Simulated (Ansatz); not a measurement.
## SrO: a film clamped to a substrate

Level of theory: Ansatz, DFT PBE, scalar-relativistic, plane waves, PAW. Settings: plane waves to 420 eV, k-mesh 8×8×8 (Γ-centred), Gaussian smearing 0.05 eV. No spin polarisation. Energies are free energies at this smearing, counted from the undisturbed cell; pressure is positive in compression.

The starting cell (relaxed at this level):

```xyz
2
Lattice="0.0000 2.5974 2.5974 2.5974 0.0000 2.5974 2.5974 2.5974 0.0000" Properties=species:S:1:pos:R:3 pbc="T T T"
Sr    0.0000    0.0000    0.0000
O     2.5974    2.5974    2.5974
```

The cell (2 atoms, V0 = 35.05 Å³) is strained by p along both x and y and by q along z, fractional coordinates fixed. τp = (1/V0) ∂E/∂p = (σxx + σyy)(1 + p)(1 + q) and τq = (1/V0) ∂E/∂q = σzz(1 + p)², with tension positive.

| p | q | ΔE (meV/atom) | τp (GPa) | τq (GPa) |
| --- | --- | --- | --- | --- |
| 0.000 | 0.000 | 0.00 | -0.02 | -0.01 |
| -0.040 | 0.000 | 42.67 | -21.09 | -3.80 |
| 0.040 | 0.000 | 30.88 | 13.07 | 3.68 |
| 0.000 | -0.040 | 16.76 | -3.97 | -8.35 |
| 0.000 | 0.040 | 11.72 | 3.53 | 4.93 |

Problem. Get the second derivatives of the energy density.

Solution. Central differences give A = ∂τp/∂p = 427 GPa (C11 + C22 + 2 C12), C = ∂τq/∂q = 166 GPa (C33) and the cross term B = ∂τq/∂p = 94 GPa (C13 + C23); ∂τp/∂q = 94 GPa must equal B, and any difference shows higher-order terms. Steps this large leave an error of some per cent of A or C in all of these, which can swamp a small B. The ions are clamped. In a cubic crystal C11 = C = 166, C12 = B/2 = 47 GPa and A should be 2(C11 + C12) = 426 GPa; the bulk modulus is (C11 + 2 C12)/3 = 87 GPa.

Problem. A film of this crystal grows with z along the normal on a substrate that imposes p. How does its thickness respond, and what does the misfit cost?

Solution. Count p and q from the stress-free cell. A free surface needs τq = 0, so q = −(B/C) p = -0.56 p. The energy density left is (A − B²/C) p²/2 = M p², with the biaxial modulus M = 187 GPa; a misfit of 1 % costs 2.05 meV/atom, against 2.34 meV/atom if the thickness were held.

At p = 0.080 the energies along q are 118.5 (q = -0.080), 90.4 (q = -0.040), 106.6 (q = 0.000), 148.6 (q = 0.040), 204.2 (q = 0.080) meV/atom.

Problem. Does the linear rule hold at this misfit?

Solution. A parabola through the lowest point and its neighbours has its minimum at q = -0.035, 90.0 meV/atom. With the stress left in the starting cell, τp0 and τq0, linear elasticity gives q = −(τq0 + Bp)/C = -0.045 and E = V0(τp0 p + τq0 q + Ap²/2 + Bpq + Cq²/2)/N = 130.9 meV/atom. The energies differ by more than a tenth, so the quadratic law fails here: the gap holds the anharmonic part, with some error from the wide steps. Cubic terms also shift the vertex of so wide a parabola.